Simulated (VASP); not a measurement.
# La (Im-3m) in VASP: further runs

One crystal, La, is run at these levels: PBE; tasks: single point.

Program: VASP 6.6.1. These are calculated values, not measurements. Logs are shortened: lines on timing, memory, paths and dates and some standing lists are left out, and cuts for length are marked.

## (1) The structure

It takes space group Im-3m (No. 229, cubic). The conventional cell has a = 4.248 Å, b = 4.248 Å, c = 4.248 Å, α = 90.00°, β = 90.00°, γ = 90.00°. La (site symmetry m-3m) has 8 La at 3.68 Å as nearest neighbours.

This isn't the form of La at room conditions, which is double hcp.

## (2) Single point, PBE

INCAR reads:

```
SYSTEM = La
PREC     = Accurate       ! precision mode
ENCUT    = 520            ! plane-wave cutoff, eV
EDIFF    = 1E-6           ! SCF threshold, eV
ISMEAR   = 0              ! smearing method
SIGMA    = 0.05           ! smearing width, eV
LREAL    = .False.        ! projectors in reciprocal space
LASPH    = .True.         ! aspherical terms in the spheres
NELM     = 100            ! most SCF steps
ALGO     = Normal         ! electronic algorithm
ISIF     = 2              ! what is computed and relaxed
LWAVE    = .False.        ! write WAVECAR
LCHARG   = .False.        ! write CHGCAR
GGA      = PE             ! functional
NBANDS   = 12             ! bands
```

KPOINTS reads:

```
Automatic mesh
0
Gamma
  9 9 9
  0 0 0
```

POSCAR reads:

```
La
1.0
   -2.1238310710      2.1238310710      2.1238310710
    2.1238310710     -2.1238310710      2.1238310710
    2.1238310710      2.1238310710     -2.1238310710
La
1
Cartesian
    0.0000000000      0.0000000000      0.0000000000
```

Potentials or basis: VASP PAW PBE potentials, release 64 (La).

On the command line:

```sh
> cat potpaw_PBE.64/La/POTCAR > POTCAR
> mpirun -np 1 vasp_std > vasp.out
```

OUTCAR:

```text
SYSTEM = La
   PREC = Accurate
   ENCUT = 520
   EDIFF = 1E-6
   ISMEAR = 0
   LREAL = .False.
   LASPH = .True.
   NELM = 100
   ISIF = 2
   GGA = PE

 ion  position               nearest neighbor table
   1  0.000  0.000  0.000-

  LATTYP: Found a body centered cubic cell.
 ALAT       =     4.2476621420

  Lattice vectors:

 A1 = (  -2.1238310710,   2.1238310710,   2.1238310710)
 A2 = (   2.1238310710,  -2.1238310710,   2.1238310710)
 A3 = (   2.1238310710,   2.1238310710,  -2.1238310710)

Analysis of symmetry for initial positions (statically):
=====================================================================
 Subroutine PRICEL returns:
 Original cell was already a primitive cell.

 Routine SETGRP: Setting up the symmetry group for a
 body centered cubic supercell.

 Subroutine GETGRP returns: Found 48 space group operations
 (whereof 48 operations were pure point group operations)
 out of a pool of 48 trial point group operations.

The static configuration has the point symmetry O_h .

Analysis of symmetry for dynamics (positions and initial velocities):
=====================================================================
 Subroutine PRICEL returns:
 Original cell was already a primitive cell.

 Routine SETGRP: Setting up the symmetry group for a
 body centered cubic supercell.

 Subroutine GETGRP returns: Found 48 space group operations
 (whereof 48 operations were pure point group operations)
 out of a pool of 48 trial point group operations.

The dynamic configuration has the point symmetry O_h .

 Subroutine INISYM returns: Found 48 space group operations
 (whereof 48 operations are pure point group operations),
 and found     1 'primitive' translations

----------------------------------------------------------------------------------------

                                     Primitive cell

  volume of cell :      38.3195

  direct lattice vectors                    reciprocal lattice vectors
    -2.123831071  2.123831071  2.123831071     0.000000000  0.235423620  0.235423620
     2.123831071 -2.123831071  2.123831071     0.235423620  0.000000000  0.235423620
     2.123831071  2.123831071 -2.123831071     0.235423620  0.235423620  0.000000000

  length of vectors
     3.678583322  3.678583322  3.678583322     0.332939277  0.332939277  0.332939277

  position of ions in fractional coordinates (direct lattice)
     0.000000000  0.000000000  0.000000000

  ion indices of the primitive-cell ions
   primitive index   ion index
                 1           1

----------------------------------------------------------------------------------------

 KPOINTS: Automatic mesh

Automatic generation of k-mesh.
 Grid dimensions read from file:
 generate k-points for:    9    9    9

 Generating k-lattice:

  Cartesian coordinates                     Fractional coordinates (reciprocal lattice)
     0.000000000  0.026158180  0.026158180     0.111111111  0.000000000  0.000000000
     0.026158180  0.000000000  0.026158180     0.000000000  0.111111111  0.000000000
     0.026158180  0.026158180  0.000000000     0.000000000  0.000000000  0.111111111

  Length of vectors
     0.036993253  0.036993253  0.036993253

  Shift w.r.t. Gamma in fractional coordinates (k-lattice)
     0.000000000  0.000000000  0.000000000

 Subroutine IBZKPT returns following result:
 ===========================================

 Found     35 irreducible k-points:

 Following reciprocal coordinates:
            Coordinates               Weight
  0.000000  0.000000  0.000000      1.000000
  0.111111  0.000000  0.000000     12.000000
  0.222222  0.000000  0.000000     12.000000
  0.333333  0.000000  0.000000     12.000000
  0.444444  0.000000  0.000000     12.000000
  0.111111  0.111111  0.000000     24.000000
[... 27 lines left out ...]
 -0.444444 -0.444444  0.333333      8.000000
 -0.444444  0.444444  0.444444      6.000000
   k-points           NKPTS =     35   k-points in BZ     NKDIM =     35   number of bands    NBANDS=     12
   number of dos      NEDOS =    301   number of ions     NIONS =      1
   total plane-waves  NPLWV =  21952
   dimension x,y,z NGX =    28 NGY =   28 NGZ =   28
   dimension x,y,z NGXF=    56 NGYF=   56 NGZF=   56
   ions per type =               1
   NGX,Y,Z   is equivalent  to a cutoff of  12.65, 12.65, 12.65 a.u.
   NGXF,Y,Z  is equivalent  to a cutoff of  25.31, 25.31, 25.31 a.u.
 SYSTEM =  La
   PREC   = accura    normal or accurate (medium, high low for compatibility)
   ISTART =      0    job   : 0-new  1-cont  2-samecut
   ICHARG =      2    charge: 1-file 2-atom 10-const
   ISPIN  =      1    spin polarized calculation?
   LNONCOLLINEAR =      F non collinear calculations
   LSORBIT =      F    spin-orbit coupling
   LASPH  =      T    aspherical Exc in radial PAW
   ENCUT  =  520.0 eV  38.22 Ry    6.18 a.u.   6.84  6.84  6.84*2*pi/ulx,y,z
   NELM   =    100;   NELMIN=  2; NELMDL= -5     # of ELM steps
   EDIFF  = 0.1E-05   stopping-criterion for ELM
   LREAL  =      F    real-space projection
   EDIFFG = 0.1E-04   stopping-criterion for IOM
   NSW    =      0    number of steps for IOM
   IBRION =     -1    ionic relax: 0-MD 1-quasi-New 2-CG
   NFREE  =      0    steps in history (QN), initial steepest desc. (CG)
   ISIF   =      2    stress and relaxation
   ISYM   =      2    0-nonsym 1-usesym 2-fastsym
   POTIM  = 0.5000    time-step for ionic-motion
   TEBEG  =    0.0;   TEEND  =   0.0 temperature during run
   PSTRESS=    0.0 pullay stress
   NELECT =      11.0000    total number of electrons
   NUPDOWN=      -1.0000    fix difference up-down
   EMIN   =  10.00;   EMAX   =-10.00  energy-range for DOS
   EFERMI =   0.00;   METHOD = LEGACY
   ISMEAR =     0;   SIGMA  =   0.05  broadening in eV -4-tet -1-fermi 0-gaus
   EFERMI_NEDOS =   21; number of points for ismear=-14 and -15
   IALGO  =     38    algorithm
   IMIX   =      4    mixing-type and parameters
     AMIX     =   0.40;   BMIX     =  1.00
     AMIX_MAG =   1.60;   BMIX_MAG =  1.00
  volume/ion in A,a.u.               =      38.32       258.59
  Fermi-wavevector in a.u.,A,eV,Ry     =   1.079939  2.040788 15.868033  1.166268
  Thomas-Fermi vector in A             =   2.215917
   LORBIT       =      0    0 simple, 1 ext, 2 COOP (PROOUT), +10 PAW based schemes
   GGA     = PE    functional components
   LHFCALC =     F    Hartree Fock is set to
   AEXX    =    0.0000 exact exchange contribution
   IVDW    =     0    specifies the selected vdW correction
   LEPSILON=     F    determine dielectric tensor
   LRPA    =     F    only Hartree local field effects (RPA)
 non-spin polarized calculation
 Gauss-broadening in eV      SIGMA  =   0.05
  energy-cutoff  :      520.00
  volume of cell :       38.32
 maximum number of plane-waves:      1055
   NGX = 13   NGY = 13   NGZ = 13

 number of electron      10.9999999 magnetization

 Free energy of the ion-electron system (eV)
  ---------------------------------------------------
  ext. energy  EPLUGINS =         0.00000000
  ---------------------------------------------------
  free energy    TOTEN  =        -4.75739976 eV

  energy without entropy =       -4.75065483  energy(sigma->0) =       -4.75402730

 E-fermi :   7.5609     XC(G=0):  -9.4352

 val. band max:        7.5492553553   @ k =   0.3333   0.1111   0.0000
 cond. band min:       7.5732172238   @ k =   0.3333   0.2222   0.0000
 fundamental gap:      0.0239618684
 Fermi energy:         7.5608709847

 k-point     1 :       0.0000    0.0000    0.0000
  band No.  band energies     occupation
      1     -25.3653      2.00000
      2      -8.4094      2.00000
      3      -8.4094      2.00000
      4      -8.4094      2.00000
      5       4.3727      2.00000
      6       9.0261      0.00000
      7       9.0261      0.00000
      8       9.0261      0.00000
      9       9.0457      0.00000
     10       9.0457      0.00000
     11       9.0457      0.00000
     12       9.7388      0.00000

 k-point     2 :       0.1111    0.0000    0.0000
  band No.  band energies     occupation
      1     -25.3442      2.00000
      2      -8.5736      2.00000
      3      -8.4578      2.00000
      4      -8.4113      2.00000
      5       4.7359      2.00000
      6       8.5801      0.00000
      7       8.5835      0.00000
      8       9.0335      0.00000
      9       9.1404      0.00000
     10       9.3317      0.00000
     11       9.3424      0.00000
     12       9.7051      0.00000

 k-point     3 :       0.2222    0.0000    0.0000
  band No.  band energies     occupation
      1     -25.2903      2.00000
      2      -8.9654      2.00000
      3      -8.5773      2.00000
      4      -8.4162      2.00000
      5       5.5480      2.00000
      6       8.0812      0.00000
      7       8.1677      0.00000
      8       9.0179      0.00000
      9       9.2741      0.00000
     10       9.4242      0.00000
     11       9.5091      0.00000
     12       9.6633      0.00000
[... 451 lines left out ...]
 k-point    34 :      -0.4444   -0.4444    0.3333
  band No.  band energies     occupation
      1     -25.0734      2.00000
      2      -9.2823      2.00000
      3      -9.2823      2.00000
      4      -9.0826      2.00000
      5       6.1455      2.00000
      6       6.1455      2.00000
      7       9.0087      0.00000
      8       9.2156      0.00000
      9       9.3318      0.00000
     10       9.3318      0.00000
     11       9.7809      0.00000
     12       9.7844      0.00000

 k-point    35 :      -0.4444    0.4444    0.4444
  band No.  band energies     occupation
      1     -25.0592      2.00000
      2      -9.2641      2.00000
      3      -9.2335      2.00000
      4      -9.2335      2.00000
      5       5.8544      2.00000
      6       5.9447      2.00000
      7       9.1729      0.00000
      8       9.3043      0.00000
      9       9.3043      0.00000
     10       9.3077      0.00000
     11       9.7873      0.00000
     12       9.8011      0.00000

------------------------ aborting loop because EDIFF is reached ----------------------------------------

  FORCE on cell =-STRESS in cart. coord.  units (eV):
  Direction    XX          YY          ZZ          XY          YZ          ZX
  --------------------------------------------------------------------------------------
  -------------------------------------------------------------------------------------
  Total       -0.1409819     -0.1409819     -0.1409819      0.0000000      0.0000000     -0.0000000
  in kB       -5.8945952     -5.8945952     -5.8945952      0.0000000      0.0000000     -0.0000000
  external PRESSURE =      -5.8945952 kB  Pullay stress =       0.0000000 kB

 VOLUME and BASIS-vectors are now :
 -----------------------------------------------------------------------------
  energy-cutoff  :      520.00
  volume of cell :       38.32
      direct lattice vectors                 reciprocal lattice vectors
    -2.123831071  2.123831071  2.123831071     0.000000000  0.235423620  0.235423620
     2.123831071 -2.123831071  2.123831071     0.235423620  0.000000000  0.235423620
     2.123831071  2.123831071 -2.123831071     0.235423620  0.235423620  0.000000000

 POSITION                                       TOTAL-FORCE (eV/Angst)
 -----------------------------------------------------------------------------------
      0.00000      0.00000      0.00000         0.000000     -0.000000     -0.000000
 -----------------------------------------------------------------------------------
    total drift:                               -0.000000      0.000000      0.000000

  FREE ENERGIE OF THE ION-ELECTRON SYSTEM (eV)
  ---------------------------------------------------
  free  energy   TOTEN  =        -4.7573997644 eV

  energy  without entropy=       -4.7506548270  energy(sigma->0) =       -4.75402730
```

Wall time 26 s (1 thread of Intel Xeon Platinum 8488C (Sapphire Rapids), shared host); peak memory 0.17 GiB.

What came out:

```
Free energy            : -4.7574 eV
Pressure               : -0.6 GPa
Band gap on the k mesh : none (metal or under the smearing width)
```

The run has no spin-orbit coupling, so splittings on La are missing.

## (3) Single point, PBE

run.py reads:

```python
from ase.calculators.vasp import Vasp
from ase.dft.bandgap import bandgap
from ase.io import read

atoms = read('La.cif', primitive_cell=True, subtrans_included=False)
calc = Vasp(
    directory='calc',
    xc='pbe',
    pp='PBE',
    setups='recommended',
    prec='Accurate',
    encut=520,
    ediff=1e-06,
    ismear=0,
    sigma=0.05,
    lreal=False,
    lasph=True,
    nelm=60,
    algo='Fast',
    isif=2,
    lwave=False,
    lcharg=True,
    lelf=True,
    lvhar=True,
    kpts=[9, 9, 9],
    gamma=True,
)
atoms.calc = calc

print('energy (eV):', atoms.get_potential_energy())
print('free energy (eV):', atoms.get_potential_energy(force_consistent=True))
print('forces (eV/A):')
print(atoms.get_forces())
print('stress (eV/A^3, Voigt):', atoms.get_stress())
print('Fermi level (eV):', calc.get_fermi_level())
gap, top, bottom = bandgap(calc)
print('band gap (eV):', gap, 'from (spin, k, band)', top, 'to', bottom)
```

La.cif reads:

```cif
data_La
_cell_length_a 4.24766214
_cell_length_b 4.24766214
_cell_length_c 4.24766214
_cell_angle_alpha 90.00000000
_cell_angle_beta 90.00000000
_cell_angle_gamma 90.00000000
_space_group_name_H-M_alt 'Im-3m'
_space_group_name_Hall '-I 4 2 3'
_space_group_IT_number 229
loop_
_space_group_symop_operation_xyz
'x,y,z'
'-x,-y,-z'
'-y,x,z'
'y,-x,-z'
'-x,-y,z'
'x,y,-z'
'y,-x,z'
'-y,x,-z'
'x,-y,-z'
'-x,y,z'
'-y,-x,-z'
'y,x,z'
'-x,y,-z'
'x,-y,z'
'y,x,-z'
'-y,-x,z'
'z,x,y'
'-z,-x,-y'
'z,-y,x'
'-z,y,-x'
'z,-x,-y'
'-z,x,y'
'z,y,-x'
'-z,-y,x'
'-z,x,-y'
'z,-x,y'
'-z,-y,-x'
'z,y,x'
'-z,-x,y'
'z,x,-y'
'-z,y,x'
'z,-y,-x'
'y,z,x'
'-y,-z,-x'
'x,z,-y'
'-x,-z,y'
'-y,z,-x'
'y,-z,x'
'-x,z,y'
'x,-z,-y'
'-y,-z,x'
'y,z,-x'
'-x,-z,-y'
'x,z,y'
'y,-z,-x'
'-y,z,x'
'x,-z,y'
'-x,z,-y'
'x+1/2,y+1/2,z+1/2'
'-x+1/2,-y+1/2,-z+1/2'
'-y+1/2,x+1/2,z+1/2'
'y+1/2,-x+1/2,-z+1/2'
'-x+1/2,-y+1/2,z+1/2'
'x+1/2,y+1/2,-z+1/2'
'y+1/2,-x+1/2,z+1/2'
'-y+1/2,x+1/2,-z+1/2'
'x+1/2,-y+1/2,-z+1/2'
'-x+1/2,y+1/2,z+1/2'
'-y+1/2,-x+1/2,-z+1/2'
'y+1/2,x+1/2,z+1/2'
'-x+1/2,y+1/2,-z+1/2'
'x+1/2,-y+1/2,z+1/2'
'y+1/2,x+1/2,-z+1/2'
'-y+1/2,-x+1/2,z+1/2'
'z+1/2,x+1/2,y+1/2'
'-z+1/2,-x+1/2,-y+1/2'
'z+1/2,-y+1/2,x+1/2'
'-z+1/2,y+1/2,-x+1/2'
'z+1/2,-x+1/2,-y+1/2'
'-z+1/2,x+1/2,y+1/2'
'z+1/2,y+1/2,-x+1/2'
'-z+1/2,-y+1/2,x+1/2'
'-z+1/2,x+1/2,-y+1/2'
'z+1/2,-x+1/2,y+1/2'
'-z+1/2,-y+1/2,-x+1/2'
'z+1/2,y+1/2,x+1/2'
'-z+1/2,-x+1/2,y+1/2'
'z+1/2,x+1/2,-y+1/2'
'-z+1/2,y+1/2,x+1/2'
'z+1/2,-y+1/2,-x+1/2'
'y+1/2,z+1/2,x+1/2'
'-y+1/2,-z+1/2,-x+1/2'
'x+1/2,z+1/2,-y+1/2'
'-x+1/2,-z+1/2,y+1/2'
'-y+1/2,z+1/2,-x+1/2'
'y+1/2,-z+1/2,x+1/2'
'-x+1/2,z+1/2,y+1/2'
'x+1/2,-z+1/2,-y+1/2'
'-y+1/2,-z+1/2,x+1/2'
'y+1/2,z+1/2,-x+1/2'
'-x+1/2,-z+1/2,-y+1/2'
'x+1/2,z+1/2,y+1/2'
'y+1/2,-z+1/2,-x+1/2'
'-y+1/2,z+1/2,x+1/2'
'x+1/2,-z+1/2,y+1/2'
'-x+1/2,z+1/2,-y+1/2'
loop_
_atom_site_label
_atom_site_type_symbol
_atom_site_symmetry_multiplicity
_atom_site_Wyckoff_symbol
_atom_site_fract_x
_atom_site_fract_y
_atom_site_fract_z
_atom_site_occupancy
La1 La 2 a 0.0000000000 0.0000000000 0.0000000000 1
```

Potentials or basis: VASP PAW PBE potentials, release 64 (La).

On the command line:

```sh
> python run.py
```

Standard output:

```text
energy (eV): -4.7540244
free energy (eV): -4.75739714
forces (eV/A):
[[-0. -0. -0.]]
stress (eV/A^3, Voigt): [ 0.00359666  0.00359666  0.00359666  0.         -0.         -0.        ]
Fermi level (eV): 7.56079734
band gap (eV): 0.0 from (spin, k, band) (None, None, None) to (None, None, None)
```

OUTCAR:

```text
ENCUT = 520.000000
   EDIFF = 1.00e-06
   GGA = PE
   PREC = Accurate
   ISIF = 2
   ISMEAR = 0
   NELM = 60
   LASPH = .TRUE.
   LREAL = .FALSE.

 ion  position               nearest neighbor table
   1  0.000  0.000  0.000-

  LATTYP: Found a body centered cubic cell.
 ALAT       =     4.2476621400

[... 623 lines left out ...]
  Total       -0.1378220     -0.1378220     -0.1378220     -0.0000000     -0.0000000      0.0000000
  in kB       -5.7624769     -5.7624769     -5.7624769     -0.0000000     -0.0000000      0.0000000
  external PRESSURE =      -5.7624769 kB  Pullay stress =       0.0000000 kB

 VOLUME and BASIS-vectors are now :
 -----------------------------------------------------------------------------
  energy-cutoff  :      520.00
  volume of cell :       38.32
      direct lattice vectors                 reciprocal lattice vectors
    -2.123831070  2.123831070  2.123831070     0.000000000  0.235423621  0.235423621
     2.123831070 -2.123831070  2.123831070     0.235423621  0.000000000  0.235423621
     2.123831070  2.123831070 -2.123831070     0.235423621  0.235423621  0.000000000

 POSITION                                       TOTAL-FORCE (eV/Angst)
 -----------------------------------------------------------------------------------
      0.00000      0.00000      0.00000        -0.000000     -0.000000     -0.000000
 -----------------------------------------------------------------------------------
    total drift:                                0.000000     -0.000000      0.000000

  FREE ENERGIE OF THE ION-ELECTRON SYSTEM (eV)
  ---------------------------------------------------
  free  energy   TOTEN  =        -4.7573971432 eV

  energy  without entropy=       -4.7506516546  energy(sigma->0) =       -4.75402440
```

INCAR:

```text
ENCUT = 520.000000
SIGMA = 0.050000
EDIFF = 1.00e-06
ALGO = Fast
GGA = PE
PREC = Accurate
ISIF = 2
ISMEAR = 0
NELM = 60
LASPH = .TRUE.
LCHARG = .TRUE.
LELF = .TRUE.
LVHAR = .TRUE.
LWAVE = .FALSE.
LREAL = .FALSE.
```

Run time: 37 s. Hardware: 1 thread of Intel Xeon Platinum 8488C (Sapphire Rapids), shared host; peak memory 0.17 GiB.

Results:

| Property | Result |
| --- | --- |
| Free energy | -4.7574 eV |
| Pressure | -0.6 GPa |
| Band gap on the k mesh | none (metal or under the smearing width) |

## (4) For comparison

An earlier run on the cell as given: functional PBE; potentials or basis VASP PAW PBE potentials, release 64 (La); cutoff 520 eV; k mesh 9 × 9 × 9; occupations fermi-dirac, width 0.05 eV; no spin polarisation.

* Pressure: -0.5 GPa
* Band gap on the k mesh: none (metal or under the smearing width)
